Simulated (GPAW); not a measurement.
## TePb (Fm-3m): one start, several treatments of the self-energy

Wanted: the gap of TePb (Fm-3m) under several approximations, with cost.

Program: GPAW 26.7.0. Level of theory: PBE and many-body steps on it, plane waves. Results are calculated unless marked as measured.

**Experimental background.**

- Gap 0.19 eV: electronic band gap at 4 K; 4 K; bulk crystal (quoted in “Lattice Properties of PbX (X = S, Se, Te): Experimental Studies and ab initio Calculations Including Spin-Orbit Effects”, 2008, arxiv:0808.3152).

- Gap 0.37 eV: thermally activated gap from Seebeck maximum; Seebeck coefficient maximum; bulk crystal (Bridgman-grown p-type crystal, maximum near 450-500 K) (“Site-Specific Contributions to the Band Inversion in a Topological Crystalline Insulator”, 2015, arxiv:1506.06328).

- Gap 0.32 eV: direct gap at L; earlier experiment (Expt. column of Table 1); 300 K; bulk crystal (literature value) (quoted in “Electronic band structure of epitaxial PbTe (111) thin films observed by angle-resolved photoemission spectroscopy”, 2017, arxiv:1704.07516).

## 1. Set-up

It takes space group Fm-3m (No. 225, cubic). The conventional cell has a = 6.462 Å, b = 6.462 Å, c = 6.462 Å, α = 90.00°, β = 90.00°, γ = 90.00°. Nearest to Te lie 6 Pb at 3.23 Å. Nearest to Pb lie 6 Te at 3.23 Å. Farther neighbours and most contacts between anions are not listed.

Structure file:

```cif
data_structure
_symmetry_space_group_name_H-M 'P 1'
_symmetry_Int_Tables_number 1
_cell_length_a 4.5693
_cell_length_b 4.5693
_cell_length_c 4.5693
_cell_angle_alpha 60.000
_cell_angle_beta 60.000
_cell_angle_gamma 60.000
_cell_volume 67.46
loop_
_atom_site_label
_atom_site_type_symbol
_atom_site_fract_x
_atom_site_fract_y
_atom_site_fract_z
_atom_site_occupancy
Te1 Te 0.50000 0.50000 0.50000 1
Pb2 Pb 0.00000 0.00000 0.00000 1
```

The cell and positions come from the Crystallography Open Database and are kept as given unless a step says otherwise. Spin-orbit coupling is left out unless a step names it.

## 2. Empty states on the mesh, 4×4×4 mesh, 163 bands

This step: GPAW 26.7.0; DFT, PBE, plane waves, PAW.

The sums over transitions need many empty states on a uniform mesh; this step solves for them.

Input file run.py:

```python
import json
import numpy as np
from gpaw.mpi import world
from gpaw import GPAW

calc = GPAW('gs.gpw').fixed_density(kpts={'size': (4, 4, 4), 'gamma': True},
    parallel={'domain': 1, 'band': 1},
    txt='nscf.txt')
calc.diagonalize_full_hamiltonian(nbands=163)
calc.write('full.gpw', mode='all')
res = {}
kpts = calc.get_ibz_k_points()
res['kpts'] = kpts
res['eigenvalues'] = [calc.get_eigenvalues(kpt=k) for k in range(len(kpts))]
res['n_electrons'] = calc.get_number_of_electrons()

if world.rank == 0:
    with open('result.json', 'w') as f:
        json.dump(res, f, default=lambda x: x.tolist())
```

Launch:

```console
mpirun -n 4 gpaw python run.py
```

Numbers of over 12 decimals in the logs are rounded to 6 here.

The log of the run:

```text
Diagonalizing LCAO Hamiltonian
Converting LCAO to pw mode
convergence criteria:
- Maximum integral of absolute [eigenst]ate change: 4e-08 eV^2 / valence electron
maximum number of iterations: 100

SCF iterations
|iter     |     time |      energy | eigst |  dens |
|iter:   1|  |             | +1.73 |       |
|iter:   2|  |             | +0.71 |       |
|iter:   3|  |             | -0.95 |       |
[...]
|iter:   7|  |             | -5.74 |       |
|iter:   8|  |             | -6.78 |       |
|iter:   9|  |             | -7.58c|       |
SCF steps: 9
  __  _  _
 | _ |_)|_||  |
 |__||  | ||/\| - 26.7.0

Input parameters:
  mode=PW(ecut=450.000000),
  convergence={'density': 1e-06, 'bands': -3},
  gpts=array([24, 24, 24]),
  kpts=MonkhorstPack(size=(4, 4, 4), gamma=True),
  maxiter=100,
  nbands=17,
  occupations=Occupations(name='fermi-dirac', width=0.001, fixmagmom=False),
  parallel={'domain': 1, 'band': 1},
  xc=XC(name='PBE')
Matrix size: 1475x1475
# Writing to full.gpw (mode='all')
  [... matrices ...]

timing:  # [seconds]
  Total: 6.901  # ━━━━━━━━━━━━━━━━━━━━━━━━━━━━━━━━━━━━━━━━━━━━━━━━━━━━━━━━━━━
```

Wall time 11 s (4 MPI ranks of Arm Neoverse V1, shared host); peak memory 1.3 GiB; 43 s of CPU time.

Numbers from this step:

| Property | Result |
| --- | --- |
| gap | 0.6927 eV |
| k of the valence top | 0.5, 0.5, 0.5 |
| k of the conduction bottom | 0.5, 0.5, 0.5 |
| least direct gap | 0.6927 eV |
| k points computed | 8 |
| lowest point of the top converged band, above the valence top | 87.8637 eV |

On this mesh the gap is 0.693 eV.

## 3. G0W0, Godby-Needs plasmon pole

Now the one-shot GW correction: screening in the RPA, then the self-energy of the levels asked for.

This step: G0W0 on PBE, plane waves, PAW.

Input file run.py:

```python
import json
import numpy as np
from gpaw.mpi import world
from gpaw.response.g0w0 import G0W0

gw = G0W0('full.gpw',
    filename='gw',
    kpts=[0, 7],
    bands=(8, 12),
    ecut=100,
    nbands=153,
    integrate_gamma='WS',
    ppa=True)
gw.calculate()
res = {mode: {k: v for k, v in r.items() if k != 'sigma_eskwn'}
       for mode, r in gw.all_results.items()}

if world.rank == 0:
    with open('result.json', 'w') as f:
        json.dump(res, f, default=lambda x: x.tolist())
```

Launch:

```console
mpirun -n 4 gpaw python run.py
```

The log of the run:

```text
Using integrator: PointIntegrator
FrequencyGridDescriptor(from 0.000+0.000j to 0.000+27.211j eV, 2 points)
Nonperiodic BCs:  [False False False]
Using integrator: PointIntegrator
FrequencyGridDescriptor(from 0.000+0.000j to 0.000+27.211j eV, 2 points)
Nonperiodic BCs:  [False False False]
  ___  _ _ _
 |   || | | |
 | | || | | |
 |__ ||_____|
 |___|

BZ k-points: Symmetries present (total): 48

  [... matrices ...]
64 k-points: 4 x 4 x 4 Monkhorst-Pack grid + [1/8,1/8,1/8]
8 k-points in the irreducible part of the Brillouin zone
       k-points in crystal coordinates                weights
   0:     0.00000000    0.00000000    0.00000000          1/64
   1:     0.25000000    0.25000000    0.00000000          6/64
   2:     0.25000000    0.25000000    0.25000000          8/64
   3:     0.50000000    0.25000000   -0.25000000          6/64
   4:     0.50000000    0.25000000    0.25000000         12/64
   5:     0.50000000    0.50000000    0.00000000          3/64
   6:     0.50000000    0.50000000    0.25000000         24/64
   7:     0.50000000    0.50000000    0.50000000          4/64

Distributing spins, k-points and bands (1 x 2 x 4) over 4 processes
Number of blocks: 1

Quasi particle states:
k-points (IBZ indices): [0, 7]
Band range: (8, 12)
  [... matrices ...]
Computational parameters:
Plane wave cut-off: 100 eV
Number of bands: 153
Coulomb cutoff: None
Broadening: 0.1 eV

fxc modes: GW
Kernel: RPA
Using Godby-Needs plasmon-pole approximation:
  Fitting energy: i*E0, E0 = 1.000 Hartree
Summing all q:

Calculating screened Coulomb potential
No Coulomb truncation
FrequencyGridDescriptor(from 0.000+0.000j to 0.000+27.211j eV, 2 points)
Removing empty qpoint cache files...

Calculating chi0 body with:
    Ground state adapter containing:
    Number of spins: 1
    Number of kpoints: 64
    Number of irreducible kpoints: 8
    Number of completely occupied states: 10
    Number of partially occupied states: 10
    Occupied states memory: 2.109375 M / cpu

    Linear response parametrization:
    q_c: [0.0, 0.0, 0.0]
    Number of frequency points: 2
    Planewave cutoff: 100.0
    Number of bands: 153
    Number of planewaves: 169
    Broadening (eta): 1e-06
    comm.size: 4
    kncomm.size: 4
    blockcomm.size: 1

    Memory estimate of potentially large arrays:
        chi0_wGG: 0.871613 M / cpu
Integrating chi0 body.

Symmetries of q_c:
    Direct symmetries (Uq -> q): 48
    Indirect symmetries (TUq -> q): 0
In total 48 allowed symmetries.

  [... matrices ...]
8 groups of equivalent kpoints. 87.5% reduction.

Integral kind: response function
Integrating chi0 head and wings.

Symmetries of q_c:
    Direct symmetries (Uq -> q): 48
    Indirect symmetries (TUq -> q): 0
In total 48 allowed symmetries.

  [... matrices ...]
8 groups of equivalent kpoints. 87.5% reduction.

Integral kind: response function wings

Calculating chi0 body with:
    Ground state adapter containing:
    Number of spins: 1
    Number of kpoints: 64
    Number of irreducible kpoints: 8
    Number of completely occupied states: 10
    Number of partially occupied states: 10
    Occupied states memory: 2.109375 M / cpu

    Linear response parametrization:
[... the further q-points ...]

Results:
f:      Occupation numbers
eps:     KS-eigenvalues [eV]
vxc:     KS vxc [eV]
exx:     Exact exchange [eV]
sigma:   Self-energies [eV]
dsigma:  Self-energy derivatives
Z:       Renormalization factors
qp:      QP-energies [eV]

k-point 0 (0): (0.000, 0.000, 0.000)                GW
band       f     eps     vxc     exx   sigma  dsigma       Z      qp
                                                                   GW
   8   1.000   4.304 -13.261 -15.247   1.513  -0.292   0.774   3.939
   9   1.000   4.304 -13.261 -15.247   1.513  -0.292   0.774   3.939
  10   0.000   9.720 -12.873  -8.253  -4.460  -0.293   0.774   9.845
  11   0.000   9.720 -12.873  -8.253  -4.460  -0.293   0.774   9.845

k-point 1 (7): (0.500, 0.500, 0.500)                GW
band       f     eps     vxc     exx   sigma  dsigma       Z      qp
                                                                   GW
   8   1.000   4.768 -13.770 -15.516   1.282  -0.284   0.779   4.407
   9   1.000   5.697 -14.481 -15.155   0.450  -0.267   0.789   5.520
  10   0.000   6.389 -11.263  -8.147  -3.214  -0.254   0.798   6.311
  11   0.000   6.914 -11.613  -8.514  -3.208  -0.259   0.794   6.828
```

Wall time 41 s (4 MPI ranks); peak memory 1.3 GiB.

This step gave:

* G0W0 gap on the points computed: 0.7910 eV
* least direct G0W0 gap on the computed points: 0.7910 eV
* Z at the valence top: 0.7890
* Z at the conduction bottom: 0.7977
* starting gap on the mesh: 0.6927 eV
* k of the valence top: 0.5, 0.5, 0.5
* k of the conduction bottom: 0.5, 0.5, 0.5

The gap on the mesh goes from 0.69 eV to 0.79 eV, a correction of +0.10 eV.

## 4. G0W0, full frequency, Hilbert transform

Edit run.py of step 3 so:

```diff
@@ -12,3 +12,5 @@
     integrate_gamma='WS',
-    ppa=True)
+    frequencies={'type': 'nonlinear', 'domega0': 0.1, 'omega2': 15.0},
+    eta=0.1,
+    nblocksmax=True)
 gw.calculate()
```

Launch:

```console
mpirun -n 4 gpaw python run.py
```

The log of the run:

```text
Using integrator: PointIntegrator
NonLinearFrequencyDescriptor(from 0.000 to 104.597 eV, 270 points)
Nonperiodic BCs:  [False False False]
Using integrator: PointIntegrator
NonLinearFrequencyDescriptor(from 0.000 to 104.597 eV, 270 points)
Nonperiodic BCs:  [False False False]
  ___  _ _ _
 |   || | | |
 | | || | | |
 |__ ||_____|
 |___|

BZ k-points: Symmetries present (total): 48

  [... matrices ...]
64 k-points: 4 x 4 x 4 Monkhorst-Pack grid + [1/8,1/8,1/8]
8 k-points in the irreducible part of the Brillouin zone
       k-points in crystal coordinates                weights
   0:     0.00000000    0.00000000    0.00000000          1/64
   1:     0.25000000    0.25000000    0.00000000          6/64
   2:     0.25000000    0.25000000    0.25000000          8/64
[...]
6:     0.50000000    0.50000000    0.25000000         24/64
   7:     0.50000000    0.50000000    0.50000000          4/64

Distributing spins, k-points and bands (1 x 2 x 4) over 1 process
Number of blocks: 4

Quasi particle states:
k-points (IBZ indices): [0, 7]
Band range: (8, 12)
  [... matrices ...]
Computational parameters:
Plane wave cut-off: 100 eV
Number of bands: 153
Coulomb cutoff: None
Broadening: 0.1 eV

fxc modes: GW
Kernel: RPA
Using full-frequency real axis integration
Summing all q:

Calculating screened Coulomb potential
No Coulomb truncation
NonLinearFrequencyDescriptor(from 0.000 to 104.597 eV, 270 points)
Removing empty qpoint cache files...

Calculating chi0 body with:
    Ground state adapter containing:
    Number of spins: 1
    Number of kpoints: 64
    Number of irreducible kpoints: 8
    Number of completely occupied states: 10
    Number of partially occupied states: 10
    Occupied states memory: 2.109375 M / cpu

    Linear response parametrization:
    q_c: [0.0, 0.0, 0.0]
    Number of frequency points: 270
    Planewave cutoff: 100.0
    Number of bands: 153
    Number of planewaves: 169
    Broadening (eta): 0.1
    comm.size: 4
    kncomm.size: 1
    blockcomm.size: 4

    Memory estimate of potentially large arrays:
        chi0_wGG: 29.416924 M / cpu
Integrating chi0 body.

Symmetries of q_c:
    Direct symmetries (Uq -> q): 48
    Indirect symmetries (TUq -> q): 0
In total 48 allowed symmetries.

  [... matrices ...]
8 groups of equivalent kpoints. 87.5% reduction.

Integral kind: spectral function
Integrating chi0 head and wings.

Symmetries of q_c:
    Direct symmetries (Uq -> q): 48
    Indirect symmetries (TUq -> q): 0
In total 48 allowed symmetries.

  [... matrices ...]
8 groups of equivalent kpoints. 87.5% reduction.

Integral kind: spectral function wings

Calculating chi0 body with:
    Ground state adapter containing:
    Number of spins: 1
    Number of kpoints: 64
    Number of irreducible kpoints: 8
    Number of completely occupied states: 10
    Number of partially occupied states: 10
    Occupied states memory: 2.109375 M / cpu

[... the further q-points ...]

Results:
f:      Occupation numbers
eps:     KS-eigenvalues [eV]
vxc:     KS vxc [eV]
exx:     Exact exchange [eV]
sigma:   Self-energies [eV]
dsigma:  Self-energy derivatives
Z:       Renormalization factors
qp:      QP-energies [eV]

k-point 0 (0): (0.000, 0.000, 0.000)                GW
band       f     eps     vxc     exx   sigma  dsigma       Z      qp
                                                                   GW
   8   1.000   4.304 -13.261 -15.247   1.597  -0.375   0.727   4.022
   9   1.000   4.304 -13.261 -15.247   1.597  -0.375   0.727   4.022
  10   0.000   9.720 -12.873  -8.253  -4.543  -0.400   0.714   9.776
[...]
k-point 1 (7): (0.500, 0.500, 0.500)                GW
band       f     eps     vxc     exx   sigma  dsigma       Z      qp
                                                                   GW
[...]
10   0.000   6.389 -11.263  -8.147  -3.165  -0.298   0.771   6.352
  11   0.000   6.914 -11.613  -8.514  -3.183  -0.317   0.760   6.851
```

Run time: 83 s. Hardware: 4 MPI ranks; peak memory 1.6 GiB; 5.5 min of CPU time.

This step gave:

```
G0W0 gap on the points computed              : 0.8086 eV
least direct G0W0 gap on the computed points : 0.8086 eV
Z at the valence top                         : 0.7561
Z at the conduction bottom                   : 0.7705
starting gap on the mesh                     : 0.6927 eV
k of the valence top                         : 0.5, 0.5, 0.5
k of the conduction bottom                   : 0.5, 0.5, 0.5
```

Against G0W0 in GPAW (4×4×4 mesh, 153 bands, screening to 100 eV, Godby-Needs plasmon pole), the gap moves by +0.018 eV.

## 5. G0W0, multipole

Edit run.py of step 4 so:

```diff
@@ -12,5 +12,3 @@
     integrate_gamma='WS',
-    frequencies={'type': 'nonlinear', 'domega0': 0.1, 'omega2': 15.0},
-    eta=0.1,
-    nblocksmax=True)
+    mpa={'npoles': 4, 'wrange': [0, 40], 'varpi': 20.0, 'eta0': 0.01, 'eta_rest': 1.0, 'alpha': 1})
 gw.calculate()
```

Launch:

```console
mpirun -n 4 gpaw python run.py
```

The log of the run:

```text
Using integrator: PointIntegrator
FrequencyGridDescriptor(from 0.000+0.010j to 40.000+20.000j eV, 8 points)
Nonperiodic BCs:  [False False False]
Using integrator: PointIntegrator
FrequencyGridDescriptor(from 0.000+0.010j to 40.000+20.000j eV, 8 points)
Nonperiodic BCs:  [False False False]
  ___  _ _ _
 |   || | | |
 | | || | | |
 |__ ||_____|
 |___|

BZ k-points: Symmetries present (total): 48

  [... matrices ...]
64 k-points: 4 x 4 x 4 Monkhorst-Pack grid + [1/8,1/8,1/8]
8 k-points in the irreducible part of the Brillouin zone
[...]
GW
   8   1.000   4.304 -13.261 -15.247   1.564  -0.356   0.738   3.994
   9   1.000   4.304 -13.261 -15.247   1.565  -0.356   0.738   3.994
  10   0.000   9.720 -12.873  -8.253  -4.535  -0.371   0.729   9.783
[...]
k-point 1 (7): (0.500, 0.500, 0.500)                GW
band       f     eps     vxc     exx   sigma  dsigma       Z      qp
                                                                   GW
[...]
10   0.000   6.389 -11.263  -8.147  -3.175  -0.286   0.778   6.343
  11   0.000   6.914 -11.613  -8.514  -3.200  -0.297   0.771   6.836
```

Elapsed: 66 s, on 4 MPI ranks; peak memory 1.4 GiB.

Numbers from this step:

```
G0W0 gap on the points computed              : 0.7921 eV
least direct G0W0 gap on the computed points : 0.7921 eV
starting gap on the mesh                     : 0.6927 eV
k of the valence top                         : 0.5, 0.5, 0.5
k of the conduction bottom                   : 0.5, 0.5, 0.5
```

Against G0W0 in GPAW (4×4×4 mesh, 153 bands, screening to 100 eV, Godby-Needs plasmon pole), the gap moves by +0.001 eV.

## 6. Side by side

Times are wall times on 4 MPI ranks of Arm Neoverse V1, shared host, good to a factor of about two.

| run | mesh | bands | screening cutoff (eV) | DFT gap (eV) | gap on the mesh (eV) | direct (eV) | time |
| --- | --- | --- | --- | --- | --- | --- | --- |
| G0W0, Godby-Needs plasmon pole | 4×4×4 | 153 | 100 | 0.693 | 0.791 | 0.791 | 41 s |
| G0W0, full frequency, Hilbert transform | 4×4×4 | 153 | 100 | 0.693 | 0.809 | 0.809 | 83 s |
| G0W0, multipole | 4×4×4 | 153 | 100 | 0.693 | 0.792 | 0.792 | 66 s |

## 7. Outcome

* G0W0, Godby-Needs plasmon pole: 0.791 eV
* G0W0, full frequency, Hilbert transform: 0.809 eV
* G0W0, multipole: 0.792 eV
* known limits: not at the basis limit; model gap, bands may invert with spin-orbit coupling; no spin-orbit coupling; coarse k mesh

What this shows: G0W0, full frequency, Hilbert transform: +0.018 eV against G0W0, Godby-Needs plasmon pole. G0W0, multipole: +0.001 eV against G0W0, Godby-Needs plasmon pole. Against experiment, by G0W0, Godby-Needs plasmon pole: the gap of 0.79 eV lies +0.60 eV from the measured 0.19 eV (electronic, 4 K, quoted 2008); the gap of 0.79 eV lies +0.42 eV from the measured 0.37 eV (transport, 2015); the direct gap of 0.79 eV lies +0.47 eV from the measured 0.32 eV (direct, 300 K, quoted 2017). An exciton line or allowed optical edge lies below the quasiparticle gap by the binding energy; a forbidden edge can push the onset above it. These are gaps on the mesh, at modest bands and cutoff. The calculation has static nuclei and no excitons; a measured gap holds zero-point and thermal motion, which in such lone-pair compounds can raise it as well as lower it. With atoms this heavy the missing spin-orbit coupling can matter too. Bands and cutoff are finite, so the gap is not at the basis limit. The miss can reach some tenths of an eV and take either sign; the mesh is an error of its own. These stock PAW sets were not made for GW; the filled d or f shell of Te lies in the frozen core, which bears on start and correction. In the G0W0 runs levels were corrected at 2 k points alone, so a gap called «on the mesh» is the least over those, and an edge elsewhere would be missed. The 4×4×4 mesh is coarse for this cell, which bears on the long-range parts of exchange and screening. Where an edge is built on 6p states of lead, bismuth or thallium, scalar-relativistic gaps usually stand too wide, by a few tenths to over one eV. With atoms this heavy and so narrow a gap, spin-orbit coupling can invert the bands. These scalar-relativistic gaps are then model values, not to be set against experiment, and a spin-orbit change taken from DFT can't simply be added.

[Paths, hosts, dates, memory and timing lines, banners, echoed tables and standing remarks are left out of the program output.]

[Logs are printed without paths, hosts, clocks, repeated set-up lines and the standing remarks that a program may print on its own settings, such as how far it seeks lower states.]

[Runs of the session that timed out or met a known fault of the program may be left out.]

[Hosts, paths, dates, database ids (printed as entryN), source tags and the programs' standing remarks are cut or masked in the printed files.]
